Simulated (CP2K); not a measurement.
# Sb in CP2K: the effect of functional

Crystal: Sb.

```
CELL_PARAMETERS angstrom
4.50666 0.00000 0.00000
2.44723 3.78432 0.00000
2.44723 1.33179 3.54223
ATOMIC_POSITIONS crystal
Sb 0.76651 0.76651 0.76651
Sb 0.23349 0.23349 0.23349
```

Alike in all runs:

- Program: CP2K 2026.2
- Task: single point
- Potentials or basis: POTENTIAL_UZH Sb GTH-PBE-q5; TZVP-MOLOPT-PBE-GTH basis
- Density cutoff: 9184 eV
- k mesh: 8 × 8 × 8
- Occupations: fermi-dirac, width 0.05 eV
- Spin: no spin polarisation

```csv
functional,pressure (GPa),largest force (eV/Å)
LDA,2.6,0.33
PBEsol,2.5,0.32
optB88-vdW,5.0,0.18
revPBE,?,?
vdW-DF-cx,3.4,0.28
TASK,5.3,0.10
```

Task: What does the run with functional revPBE give?

Result: Pressure 3.9 GPa; largest force 0.19 eV/Å.

Caveats: the potentials were made for another functional, which shifts forces and pressure; the basis of atomic orbitals isn't converged, which shifts pressures, moduli and gaps.

Runs at the PBE level aren't shown here.
